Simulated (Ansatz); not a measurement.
# BAs: a film clamped to a substrate

Theory: DFT PBE, scalar-relativistic, plane waves, PAW (Ansatz). Settings: plane waves to 420 eV, k-mesh 10×10×10 (Γ-centred), Gaussian smearing 0.05 eV. No spin polarisation. Energies are free energies at this smearing, counted from the undisturbed cell; pressure is positive in compression.

Zero of the scan (relaxed at this level):

```xyz
2
Lattice="0.0000 2.4044 2.4044 2.4044 0.0000 2.4044 2.4044 2.4044 0.0000" Properties=species:S:1:pos:R:3 pbc="T T T"
B     0.0000    0.0000    0.0000
As    3.6066    3.6066    3.6066
```

The cell (2 atoms, V0 = 27.80 Å³) is strained by p along both x and y and by q along z, fractional coordinates fixed. τp = (1/V0) ∂E/∂p = (σxx + σyy)(1 + p)(1 + q) and τq = (1/V0) ∂E/∂q = σzz(1 + p)², with tension positive.

```csv
p,q,ΔE (meV/atom),τp (GPa),τq (GPa)
0.000,0.000,0.00,-0.08,-0.04
-0.040,0.000,50.67,-30.48,-5.89
0.040,0.000,41.66,22.98,4.41
0.000,-0.040,19.27,-6.09,-11.23
0.000,0.040,17.82,4.19,10.12
```

**Question.** Get the second derivatives of the energy density.

**Answer.** Central differences give A = ∂τp/∂p = 668 GPa (C11 + C22 + 2 C12), C = ∂τq/∂q = 267 GPa (C33) and the cross term B = ∂τq/∂p = 129 GPa (C13 + C23); ∂τp/∂q = 128 GPa must equal B, and any difference shows higher-order terms. Steps this large leave an error of some per cent of A or C in all of these, which can swamp a small B. The ions are clamped. In a cubic crystal C11 = C = 267, C12 = B/2 = 64 GPa and A should be 2(C11 + C12) = 663 GPa; the bulk modulus is (C11 + 2 C12)/3 = 132 GPa.

**Question.** A film of this crystal grows with z along the normal on a substrate that imposes p. How does its thickness respond, and what does the misfit cost?

**Answer.** Count p and q from the stress-free cell. A free surface needs τq = 0, so q = −(B/C) p = -0.48 p. The energy density left is (A − B²/C) p²/2 = M p², with the biaxial modulus M = 303 GPa; a misfit of 1 % costs 2.63 meV/atom, against 2.90 meV/atom if the thickness were held.

At p = -0.080 the energies along q are 425.4 (q = -0.080), 295.3 (q = -0.040), 221.9 (q = 0.000), 199.8 (q = 0.040), 223.0 (q = 0.080) meV/atom.

**Question.** Does the linear rule hold at this misfit?

**Answer.** A parabola through the lowest point and its neighbours has its minimum at q = 0.040, 199.8 meV/atom. With the stress left in the starting cell, τp0 and τq0, linear elasticity gives q = −(τq0 + Bp)/C = 0.039 and E = V0(τp0 p + τq0 q + Ap²/2 + Bpq + Cq²/2)/N = 168.7 meV/atom. The energies differ by more than a tenth, so the quadratic law fails here: the gap holds the anharmonic part, with some error from the wide steps. Cubic terms also shift the vertex of so wide a parabola.

The gap closes along the scan, which can put kinks into the curve.

Clamping BAs in the plane costs much energy, and letting the thickness relax recovers only a small part of it. This follows from C12 being small beside C11. In a tetrahedral network of directional sp³ bonds, resistance to bond bending limits how far in-plane strain can be traded for expansion along the normal. The small electronegativity difference between B and As favours this covalent stiffness.

In-plane compression costs more than equal tension, 50.67 against 41.66 meV/atom, as expected when short-range repulsion rises faster than bonding weakens on stretching. The same asymmetry probably explains most of the excess over the quadratic energy at the large misfit. The linear rule still places the optimum thickness well there, so a good estimate of the film's shape doesn't guarantee a good estimate of its energy.

Clamping the ions is no real restriction for these strains, since the remaining tetragonal symmetry forbids a linear internal displacement. The misfit energy alone doesn't give a critical thickness, which also depends on the cost of dislocations.
